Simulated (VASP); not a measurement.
# BeS (F-43m) in VASP: further runs

The runs below take BeS through single point, with r2SCAN.

Everything below comes from runs of VASP 6.6.1. Logs are shortened: lines on timing, memory, paths and dates and some standing lists are left out, and cuts for length are marked.

## Step 1: The crystal as given

Symmetry: F-43m, No. 216, cubic system. Conventional cell: a = 4.868 Å, b = 4.868 Å, c = 4.868 Å, α = 90.00°, β = 90.00°, γ = 90.00°. Be (site symmetry -43m) has 4 S at 2.11 Å as nearest neighbours. S (site symmetry -43m) has 4 Be at 2.11 Å as nearest neighbours.

## Step 2: Single point, r2SCAN

File POSCAR:

```
BeS
1.0
    2.4342244985      2.4342244985      0.0000000000
   -2.4342244985      2.4342244985      0.0000000000
    0.0000000000      2.4342244985      2.4342244985
Be S
1 1
Direct
    0.0000000000      0.0000000000      0.0000000000
    0.7500000000      0.2500000000      0.5000000000
```

File INCAR.step1:

```
SYSTEM = BeS
  PREC = Accurate
  ENCUT = 520
  ISMEAR = 0
  SIGMA = 0.01
  LREAL = .FALSE.
  LASPH = .TRUE.
  NELM = 100
  NBANDS = 11
  GGA = PE
  ALGO = Normal
  EDIFF = 1E-4
  LWAVE = .TRUE.
  LCHARG = .FALSE.
```

File INCAR.step2:

```
SYSTEM = BeS
  PREC = Accurate
  ENCUT = 520
  EDIFF = 1E-6
  ISMEAR = 0
  SIGMA = 0.01
  LREAL = .FALSE.
  LASPH = .TRUE.
  NELM = 100
  ALGO = Normal
  ISIF = 2
  LWAVE = .FALSE.
  LCHARG = .TRUE.
  METAGGA = R2SCAN
  LMIXTAU = .TRUE.
  LELF = .TRUE.
  LVHAR = .TRUE.
  NBANDS = 11
  ISTART = 1
```

File KPOINTS:

```
regular mesh
0
G
  8 8 8
  0 0 0
```

Potentials or basis: VASP PAW PBE potentials, release 64 (Be, S).

Command:

```bash
cat potpaw_PBE.64/Be/POTCAR potpaw_PBE.64/S/POTCAR > POTCAR
cp INCAR.step1 INCAR
mpirun -np 1 vasp_std > vasp.out
cp INCAR.step2 INCAR
mpirun -np 1 vasp_std > vasp.out
```

OUTCAR:

```text
SYSTEM = BeS
   PREC = Accurate
   ENCUT = 520
   EDIFF = 1E-6
   ISMEAR = 0
   LREAL = .FALSE.
   LASPH = .TRUE.
   NELM = 100
   ISIF = 2
   METAGGA = R2SCAN
   ISTART = 1

 ion  position               nearest neighbor table
   1  0.000  0.000  0.000-   2 2.11   2 2.11   2 2.11   2 2.11
   2  0.750  0.250  0.500-   1 2.11   1 2.11   1 2.11   1 2.11

  LATTYP: Found a face centered cubic cell.
 ALAT       =     4.8684489970

  Lattice vectors:

 A1 = (   0.0000000000,   2.4342244985,   2.4342244985)
 A2 = (   2.4342244985,   0.0000000000,   2.4342244985)
 A3 = (   2.4342244985,   2.4342244985,   0.0000000000)

Analysis of symmetry for initial positions (statically):
=====================================================================
 Subroutine PRICEL returns:
 Original cell was already a primitive cell.

 Routine SETGRP: Setting up the symmetry group for a
 face centered cubic supercell.

 Subroutine GETGRP returns: Found 24 space group operations
 (whereof 24 operations were pure point group operations)
 out of a pool of 48 trial point group operations.

The static configuration has the point symmetry T_d .

Analysis of symmetry for dynamics (positions and initial velocities):
=====================================================================
 Subroutine PRICEL returns:
 Original cell was already a primitive cell.

 Routine SETGRP: Setting up the symmetry group for a
 face centered cubic supercell.

 Subroutine GETGRP returns: Found 24 space group operations
 (whereof 24 operations were pure point group operations)
 out of a pool of 48 trial point group operations.

The dynamic configuration has the point symmetry T_d .

 Subroutine INISYM returns: Found 24 space group operations
 (whereof 24 operations are pure point group operations),
 and found     1 'primitive' translations

----------------------------------------------------------------------------------------

                                     Primitive cell

  volume of cell :      28.8477

  direct lattice vectors                    reciprocal lattice vectors
     2.434224498  2.434224498  0.000000000     0.205404226  0.205404226 -0.205404226
    -2.434224498  2.434224498  0.000000000    -0.205404226  0.205404226 -0.205404226
     0.000000000  2.434224498  2.434224498     0.000000000  0.000000000  0.410808453

  length of vectors
     3.442513300  3.442513300  3.442513300     0.355770556  0.355770556  0.410808453

  position of ions in fractional coordinates (direct lattice)
     0.000000000  0.000000000  0.000000000
     0.750000000  0.250000000  0.500000000

  ion indices of the primitive-cell ions
   primitive index   ion index
                 1           1
                 2           2

----------------------------------------------------------------------------------------

 KPOINTS: regular mesh

Automatic generation of k-mesh.
 Grid dimensions read from file:
 generate k-points for:    8    8    8

 Generating k-lattice:

  Cartesian coordinates                     Fractional coordinates (reciprocal lattice)
     0.025675528  0.025675528 -0.025675528     0.125000000  0.000000000  0.000000000
    -0.025675528  0.025675528 -0.025675528     0.000000000  0.125000000  0.000000000
     0.000000000  0.000000000  0.051351057     0.000000000  0.000000000  0.125000000

  Length of vectors
     0.044471320  0.044471320  0.051351057

  Shift w.r.t. Gamma in fractional coordinates (k-lattice)
     0.000000000  0.000000000  0.000000000

 Subroutine IBZKPT returns following result:
 ===========================================

 Found     29 irreducible k-points:

 Following reciprocal coordinates:
            Coordinates               Weight
  0.000000  0.000000  0.000000      1.000000
  0.125000  0.000000  0.000000      8.000000
  0.250000  0.000000  0.000000      8.000000
  0.375000  0.000000  0.000000      8.000000
  0.500000  0.000000  0.000000      4.000000
  0.125000  0.125000  0.000000     12.000000
[... 16 lines left out ...]
  0.375000  0.250000  0.125000     48.000000
  0.500000  0.250000  0.125000     24.000000
 [... further k-points ...]
   k-points           NKPTS =     29   k-points in BZ     NKDIM =     29   number of bands    NBANDS=     11
   number of dos      NEDOS =    301   number of ions     NIONS =      2
   total plane-waves  NPLWV =  21952
   dimension x,y,z NGX =    28 NGY =   28 NGZ =   28
   dimension x,y,z NGXF=    56 NGYF=   56 NGZF=   56
   ions per type =               1   1
   NGX,Y,Z   is equivalent  to a cutoff of  13.52, 13.52, 13.52 a.u.
   NGXF,Y,Z  is equivalent  to a cutoff of  27.04, 27.04, 27.04 a.u.
 SYSTEM =  BeS
   PREC   = accura    normal or accurate (medium, high low for compatibility)
   ISTART =      1    job   : 0-new  1-cont  2-samecut
   ICHARG =      0    charge: 1-file 2-atom 10-const
   ISPIN  =      1    spin polarized calculation?
   LNONCOLLINEAR =      F non collinear calculations
   LSORBIT =      F    spin-orbit coupling
   LASPH  =      T    aspherical Exc in radial PAW
   ENCUT  =  520.0 eV  38.22 Ry    6.18 a.u.   6.40  6.40  6.40*2*pi/ulx,y,z
   NELM   =    100;   NELMIN=  2; NELMDL=  0     # of ELM steps
   EDIFF  = 0.1E-05   stopping-criterion for ELM
   LREAL  =      F    real-space projection
   EDIFFG = 0.1E-04   stopping-criterion for IOM
   NSW    =      0    number of steps for IOM
   IBRION =     -1    ionic relax: 0-MD 1-quasi-New 2-CG
   NFREE  =      0    steps in history (QN), initial steepest desc. (CG)
   ISIF   =      2    stress and relaxation
   ISYM   =      2    0-nonsym 1-usesym 2-fastsym
   POTIM  = 0.5000    time-step for ionic-motion
   TEBEG  =    0.0;   TEEND  =   0.0 temperature during run
   PSTRESS=    0.0 pullay stress
   NELECT =       8.0000    total number of electrons
   NUPDOWN=      -1.0000    fix difference up-down
   EMIN   =  10.00;   EMAX   =-10.00  energy-range for DOS
   EFERMI =   0.00;   METHOD = LEGACY
   ISMEAR =     0;   SIGMA  =   0.01  broadening in eV -4-tet -1-fermi 0-gaus
   EFERMI_NEDOS =   21; number of points for ismear=-14 and -15
   IALGO  =     38    algorithm
   IMIX   =      4    mixing-type and parameters
     AMIX     =   0.40;   BMIX     =  1.00
     AMIX_MAG =   1.60;   BMIX_MAG =  1.00
  volume/ion in A,a.u.               =      14.42        97.34
  Fermi-wavevector in a.u.,A,eV,Ry     =   1.067581  2.017436 15.506959  1.139729
  Thomas-Fermi vector in A             =   2.203202
   LORBIT       =      0    0 simple, 1 ext, 2 COOP (PROOUT), +10 PAW based schemes
   METAGGA = R2SCAN    functional components
   LHFCALC =     F    Hartree Fock is set to
   AEXX    =    0.0000 exact exchange contribution
   IVDW    =     0    specifies the selected vdW correction
   LEPSILON=     F    determine dielectric tensor
   LRPA    =     F    only Hartree local field effects (RPA)
 non-spin polarized calculation
 Gauss-broadening in eV      SIGMA  =   0.01
  energy-cutoff  :      520.00
  volume of cell :       28.85
 maximum number of plane-waves:       791
 NGX is ok and might be reduce to    28
   NGX = 13   NGY = 13   NGZ = 13

 number of electron       7.9999999 magnetization

 Free energy of the ion-electron system (eV)
  ---------------------------------------------------
  ext. energy  EPLUGINS =         0.00000000
  ---------------------------------------------------
  free energy    TOTEN  =       -14.78653121 eV

  energy without entropy =      -14.78653121  energy(sigma->0) =      -14.78653121

 E-fermi :   3.9894     XC(G=0): -10.1339

 val. band max:        3.8496387570   @ k =   0.0000   0.0000   0.0000
 cond. band min:       7.4478096641   @ k =   0.5000   0.5000   0.0000
 fundamental gap:      3.5981709071
 Fermi energy:         3.9893683245

 k-point     1 :       0.0000    0.0000    0.0000
  band No.  band energies     occupation
      1     -10.3682      2.00000
      2       3.8496      2.00000
      3       3.8496      2.00000
      4       3.8496      2.00000
      5      10.1135      0.00000
      6      10.1135      0.00000
      7      10.1135      0.00000
      8      10.4352      0.00000
      9      17.2516      0.00000
     10      17.2516      0.00000
     11      19.6623      0.00000

 k-point     2 :       0.1250    0.0000    0.0000
  band No.  band energies     occupation
      1     -10.1857      2.00000
      2       2.6511      2.00000
      3       3.6520      2.00000
      4       3.6520      2.00000
      5      10.0813      0.00000
      6      10.4793      0.00000
      7      10.4793      0.00000
      8      11.6826      0.00000
      9      16.5783      0.00000
     10      16.5783      0.00000
     11      19.5361      0.00000

 k-point     3 :       0.2500    0.0000    0.0000
  band No.  band energies     occupation
      1      -9.6841      2.00000
      2       0.5082      2.00000
      3       3.2529      2.00000
      4       3.2529      2.00000
      5      10.0118      0.00000
      6      11.0337      0.00000
      7      11.0337      0.00000
      8      13.8585      0.00000
      9      16.3612      0.00000
     10      16.3612      0.00000
     11      19.0431      0.00000

 k-point     4 :       0.3750    0.0000    0.0000
  band No.  band energies     occupation
      1      -9.0505      2.00000
      2      -1.2959      2.00000
      3       2.9273      2.00000
      4       2.9273      2.00000
      5       9.9397      0.00000
      6      11.0808      0.00000
      7      11.0808      0.00000
      8      15.4266      0.00000
      9      17.7932      0.00000
     10      17.7932      0.00000
     11      19.2144      0.00000

 k-point     5 :       0.5000    0.0000    0.0000
  band No.  band energies     occupation
      1      -8.7226      2.00000
      2      -2.0345      2.00000
      3       2.8077      2.00000
      4       2.8077      2.00000
      5       9.9089      0.00000
      6      10.9938      0.00000
      7      10.9938      0.00000
      8      15.8545      0.00000
      9      19.5267      0.00000
     10      19.5267      0.00000
     11      20.0414      0.00000
[... 211 lines left out ...]
 k-point    21 :       0.5000    0.5000    0.0000
  band No.  band energies     occupation
      1      -8.1621      2.00000
      2      -1.2797      2.00000
      3       1.1758      2.00000
      4       1.1758      2.00000
      5       7.4478      0.00000
      6       9.2441      0.00000
      7      17.6223      0.00000
      8      17.6223      0.00000
      9      20.4650      0.00000
     10      20.9431      0.00000
     11      21.6246      0.00000

 k-point    22 :       0.2500    0.2500    0.1250
  band No.  band energies     occupation
      1      -9.2745      2.00000
      2       0.2632      2.00000
      3       1.6892      2.00000
      4       2.7270      2.00000
      5       9.9593      0.00000
      6      11.7742      0.00000
      7      11.9409      0.00000
      8      13.1026      0.00000
      9      16.1890      0.00000
     10      19.0772      0.00000
     11      20.8390      0.00000

 k-point    23 :       0.3750    0.2500    0.1250
  band No.  band energies     occupation
      1      -8.7177      2.00000
      2      -0.9229      2.00000
      3       1.1384      2.00000
      4       2.2511      2.00000
      5      10.4142      0.00000
      6      11.2708      0.00000
      7      12.9648      0.00000
      8      13.8398      0.00000
      9      17.2574      0.00000
     10      19.2109      0.00000
     11      21.2642      0.00000

 k-point    24 :       0.5000    0.2500    0.1250
  band No.  band energies     occupation
      1      -8.4396      2.00000
      2      -1.4886      2.00000
      3       1.0388      2.00000
      4       2.0027      2.00000
      5      10.4927      0.00000
      6      11.0379      0.00000
      7      13.6762      0.00000
      8      15.0522      0.00000
      9      16.1352      0.00000
     10      20.0385      0.00000
     11      20.7849      0.00000

 [... further k-points ...]

------------------------ aborting loop because EDIFF is reached ----------------------------------------

  FORCE on cell =-STRESS in cart. coord.  units (eV):
  Direction    XX          YY          ZZ          XY          YZ          ZX
  --------------------------------------------------------------------------------------
  -------------------------------------------------------------------------------------
  Total        0.0509071      0.0509071      0.0509071      0.0000000      0.0000000      0.0000000
  in kB        2.8273349      2.8273349      2.8273349      0.0000000      0.0000000      0.0000000
  external PRESSURE =       2.8273349 kB  Pullay stress =       0.0000000 kB

 VOLUME and BASIS-vectors are now :
 -----------------------------------------------------------------------------
  energy-cutoff  :      520.00
  volume of cell :       28.85
      direct lattice vectors                 reciprocal lattice vectors
     2.434224498  2.434224498  0.000000000     0.205404226  0.205404226 -0.205404226
    -2.434224498  2.434224498  0.000000000    -0.205404226  0.205404226 -0.205404226
     0.000000000  2.434224498  2.434224498     0.000000000  0.000000000  0.410808453

 POSITION                                       TOTAL-FORCE (eV/Angst)
 -----------------------------------------------------------------------------------
      0.00000      0.00000      0.00000        -0.000000     -0.000000      0.000000
      1.21711      3.65134      1.21711         0.000000      0.000000     -0.000000
 -----------------------------------------------------------------------------------
    total drift:                               -0.000000      0.000000      0.000000

  FREE ENERGIE OF THE ION-ELECTRON SYSTEM (eV)
  ---------------------------------------------------
  free  energy   TOTEN  =       -14.7865312120 eV

  energy  without entropy=      -14.7865312120  energy(sigma->0) =      -14.78653121
```

It took 38 s on 1 thread of Intel Xeon Platinum 8259CL at 2.50GHz (Skylake/Cascade Lake), shared host; peak memory 0.16 GiB.

What came out:

```
Free energy            : -14.7865 eV
Pressure               : 0.3 GPa
Band gap on the k mesh : 3.60 eV, indirect (least direct gap 6.26 eV)
```

Caveat: the PAW data sets were made with another functional, which shifts forces and pressure a little.

## Step 3: Single point, r2SCAN

POSCAR is that of step 2.

File INCAR.step1:

```
  PREC = Accurate
  ENCUT = 520
  ISMEAR = 0
  SIGMA = 0.01
  LREAL = F
  LASPH = T
  NELM = 100
  NBANDS = 11
  GGA = PE
  ALGO = Normal
  EDIFF = 1E-4
  LWAVE = T
  LCHARG = F
```

File INCAR.step2:

```
  PREC = Accurate
  ENCUT = 520
  EDIFF = 1E-7
  ISMEAR = 0
  SIGMA = 0.01
  LREAL = F
  LASPH = T
  NELM = 100
  ALGO = Normal
  ISIF = 2
  LWAVE = F
  LCHARG = T
  METAGGA = R2SCAN
  LMIXTAU = T
  LELF = T
  LVHAR = T
  NBANDS = 11
  ISTART = 1
```

File KPOINTS:

```
Automatic mesh
0
Gamma
  8 8 8
```

Potentials or basis: VASP PAW PBE potentials, release 64 (Be, S).

Command:

```bash
cat potpaw_PBE.64/Be/POTCAR potpaw_PBE.64/S/POTCAR > POTCAR
cp INCAR.step1 INCAR
mpirun -np 1 vasp_std > vasp.out
cp INCAR.step2 INCAR
mpirun -np 1 vasp_std > vasp.out
```

Run time: 44 s. Hardware: 1 thread of Intel Xeon Platinum 8259CL at 2.50GHz (Skylake/Cascade Lake), shared host; peak memory 0.16 GiB.

It converged, with:

| Item | Value |
| --- | --- |
| Free energy | -14.7865 eV |
| Pressure | 0.3 GPa |
| Band gap on the k mesh | 3.60 eV, indirect (least direct gap 6.26 eV) |

Levels at points of the mesh, in eV from the valence-band top:
| k point | band 1 | band 2 | band 3 | band 4 | band 5 | band 6 | band 7 | band 8 |
| --- | --- | --- | --- | --- | --- | --- | --- | --- |
| (0.00, 0.00, 0.00) | -14.22 | 0.00 | 0.00 | 0.00 | 6.26 | 6.26 | 6.26 | 6.59 |
| (0.50, 0.00, 0.00) | -12.57 | -5.88 | -1.04 | -1.04 | 6.06 | 7.14 | 7.14 | 12.00 |
| (0.50, 0.50, 0.00) | -12.01 | -5.13 | -2.67 | -2.67 | 3.60 | 5.39 | 13.77 | 13.77 |

Caveat: the PAW data sets were made with another functional, which shifts forces and pressure a little.
